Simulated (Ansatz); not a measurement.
Zn:

```
Zn
1.0
    -1.56904    1.56904    1.56904
     1.56904   -1.56904    1.56904
     1.56904    1.56904   -1.56904
Zn
1
Direct
  0.00000 0.00000 0.00000
```

This isn't the form of Zn at room conditions, which is hcp.

A run of Ansatz 0.2.0 on this cell left the log below. Logs are shortened: lines on timing, memory, paths and dates and some standing lists are left out, and cuts for length are marked.

```text
Warning: RAYON_NUM_THREADS=2 ignored (pool sized by the plan → 2); use --threads N
Engine: ansatz 0.2.0, aarch64-unknown-linux-gnu
Pseudopotentials: kind: paw
Pseudopotential: Zn, paw, valence charge 12, recommended cutoff 420 eV (normal), Zn.paw.azcp
Functional definition: PBEsol
  exchange = pbesol_x
  correlation = pbesol_c
Crystal: 1 atoms, lattice volume = 15.451 Å³
Basis set: ecut = 420 eV, 321 PW (Γ), exchange–correlation on 40×40×40 points (8 copies of the dense FFT grid, shifted against one another)
Bands: 10, of which v1, the nominal top of the filled ones, is band 6 counted from 1 (5 counted from 0)
Symmetry: 48 space group operations
Space group: Im-3m (ITA 229), of the structure as read, at distance tolerance 2.5e-5 Å
k-points: 72 of 1728
Non-local potential: Zn, projectors of the file, l = 0: 2, l = 1: 2, l = 2: 3, l = 3: 1
PAW form: soft (Blöchl's): semilocal exchange-correlation on the pseudo side does not see the compensation charge
PAW frozen core: Zn, regenerated for the run's functional, and the local potential with it (the file was generated under x = pbe(κ = 0.804, μ = 0.2195149727645171), c = pbe(β = 0.06672455060314922))
PAW one-centre angular grid: Zn, 590 points (default); XC on 64 Gauss nodes
Initial density: superposition of atomic densities (neutral atoms: chi_scale 0, normalization atom), corrected by the library's trained network
Initial wavefunctions: pseudopotential atomic-orbital guess
Functional: x = pbesol(κ = 0.804, μ = 0.12345679012345678), c = pbesol(β = 0.046)
SCF iter   1: F=—  HF=-3280.786573 eV  |F-HF|=—  |Δ(HF+E_count)|=         —  Δρ=2.10e-3  dr2=3.00e-4  ethr=1.77e-3  ⟨swp⟩=5.1  Hψ=4680  notcnv=0
preconditioner: auto → none  [metal: Δε(μ)=0.096 eV  Ē_g=17.071 eV  σ=0.050 eV  W_gap=0.44  n_scr=0 (ndim 8)  ℏωp=32.7 eV  f_vac=0.000  D(μ)=0.47/eV (n_scr^D=0)]
SCF iter   2: F=—  HF=-3280.786153 eV  |F-HF|=—  |Δ(HF+E_count)|=   4.20e-4  Δρ=3.43e-4  dr2=1.00e-5  ethr=2.50e-6  ⟨swp⟩=2.0  Hψ=1835  notcnv=0  defer=3
SCF iter   3: F=—  HF=-3280.786149 eV  |F-HF|=—  |Δ(HF+E_count)|=   3.79e-6  Δρ=4.20e-4  dr2=1.04e-5  ethr=8.36e-8  ⟨swp⟩=2.0  Hψ=1159  notcnv=0  defer=3
SCF iter   4: F=—  HF=-3280.786168 eV  |F-HF|=—  |Δ(HF+E_count)|=   1.90e-5  Δρ=7.09e-4  dr2=4.46e-5  ethr=8.36e-8  ⟨swp⟩=2.0  Hψ=1158  notcnv=0  defer=3  recentre
SCF iter   5: F=—  HF=-3280.786152 eV  |F-HF|=—  |Δ(HF+E_count)|=   1.59e-5  Δρ=1.57e-4  dr2=1.18e-6  ethr=8.36e-8  ⟨swp⟩=2.0  Hψ=1145  notcnv=0  defer=3
[... 65 lines left out ...]
basis re-selected at this cell: Δ(F+E_penalty+E_count) = +2.230e-3 eV, ΔP = -0.045 GPa vs the last step (what re-selecting the basis moved, of the pressure what is left beyond the Pulay correction that the steps carried, after the strain that the cell walked since its last selection, with what the two solves' SCF thresholds leave and, on support functions, any second-order correction that the steps lacked; it is no measure of the basis error at this ecutwfc). The dense FFT grid was sized anew with the basis: this SCF ran on 18×18×18 points, the steps before it on 20×20×20, so part of this shift can come from that change (see relax.cell in the input reference). This SCF's stress stands 4.83e-2 GPa from its target on what of the cell is left free (relax.cell.stress_tol is 5.00e-2 GPa) and its largest allowed force component is 0.00e0 eV/Å (relax.f_tol is 1.00e-2 eV/Å): within both
SCF converged after 6 iterations
Free energy (F): -3280.603922 eV
Harris-Foulkes:  -3280.603922 eV  (|F-HF|=9.09e-13)
Internal energy: -3280.602282 eV  (E = F + TS)
E sigma→0 (E₀):  -3280.603102 eV
Entropy (-TS):   -0.001640 eV (-1.640 meV/atom)
Fermi energy:    16.061452 eV
--- Per-component energies (eV) ---
  E_band       = 93.562271
  E_kinetic    = 134.516275
  E_local      = -1348.536072  (includes V_loc(G=0)·N_el)
  E_nonlocal   = 610.448859
  E_hartree    = 570.356382
  E_xc         = -138.643128
  E_vxc        = -56.336998  (∫ρ·V_xc dr)
  E_paw        = -1785.733566  (= ΣΔE_a)
  E_vpaw       = -387.242176  (= ΣTr[D̂ρ^β])
  E_aug_tail   = -0.000385  (compensation charges beyond the density's cutoff)
  E_ewald      = -1323.808002
  E_core_change = 0.797355  (= ΣΔE_core)
  E_smearing   = -0.001640  (= −TS)
  E_closure    = 0.000000  (closes the sum)
  Σ components = -3280.603922   (vs F -3280.603922, Δ=0.00e0)
--- Forces (eV/Å), atoms counted from 1 ---
  atom   1  Zn    -0.00000000     0.00000000    -0.00000000
  max |Σ_I F_I| component: 1.64e-31 eV/Å
--- Stress (GPa, compression-positive) ---
       29.951726       0.000000       0.000000
        0.000000      29.951726      -0.000000
        0.000000      -0.000000      29.951726
  P = ⅓ Tr σ = 29.9517 GPa (299.517 kbar)
--- Band table (eV; the first three rows and the last of 72) ---
  k-point 0: bands = ["2.7446", "6.9861", "6.9861", "6.9861", "7.8152", "7.8152", "38.3655", "38.3655", "38.3655", "39.9843"]
  k-point 1: bands = ["3.0121", "6.9499", "6.9900", "7.0696", "7.7814", "7.8177", "34.9333", "37.1451", "37.3717", "37.6869"]
  k-point 2: bands = ["3.7839", "6.8518", "7.0048", "7.3037", "7.7174", "7.8260", "30.0754", "34.8341", "35.0327", "35.9498"]
  k-point 71: bands = ["5.9543", "5.9543", "8.2424", "8.2424", "8.2424", "20.3539", "20.3539", "20.3539", "25.4363", "25.4363"]
--- Relaxed structure (5 steps of the walk, 5 accepted, 1 SCFs on fresh bases) ---
  F+E_penalty+E_count = -3280.60392238 eV   max|allowed force component| = 0.000e0 eV/Å   (the final SCF, on the basis selected at the relaxed cell)
  cell:  # Å, volume = 11.5765 Å³
    - [-1.4250798990642592, 1.4250798990642592, 1.4250798990642592]
    - [1.4250798990642592, -1.4250798990642592, 1.4250798990642592]
    - [1.4250798990642592, 1.4250798990642592, -1.4250798990642592]
  atoms:
    - { symbol: Zn, position: [0.0, 0.0, 0.0] }
```

Q: What input gives this log?

A: Relaxation of cell and atoms with PBEsol, no spin polarisation. The files as run (others can give the same):

input.yaml
```yaml
crystal:
  lattice:
    - [-1.569037, 1.569037, 1.569037]
    - [1.569037, -1.569037, 1.569037]
    - [1.569037, 1.569037, -1.569037]
  atoms:
    - { symbol: Zn, position: [0.0, 0.0, 0.0] }
hamiltonian:
  xc: pbesol
  pseudopotentials: { kind: paw }
kpoints:
  mp_grid: { grid: [12, 12, 12] }
scf:
  occupations: { method: fermi_dirac, width: 0.05 }
output:
  forces: true
  stress: true
  eigenvalues: true
  write_density: true
  write_potential: true
  elf: true
  volumetric_format: npy
relax:
  f_tol: 0.01
  max_steps: 40
  cell: { stress_tol: 0.05, p_target: 30.0 }
```

Potentials or basis: Ansatz PAW.
Run with:
```bash
$ ansatz run input.yaml --threads 2 --pin off --max-ram 5632MiB --backend cpu --events-out ev --progress --plain --runs-dir out
```

Caveat: the volume moved by over 15 % at a fixed basis, so the end points are rough; the plane-wave basis is chosen anew once the cell has moved, so the energies of steps on either side of that aren't comparable; the PAW data sets come from PBE, with cores solved anew for the run's functional, which leaves a small shift of forces and pressure.
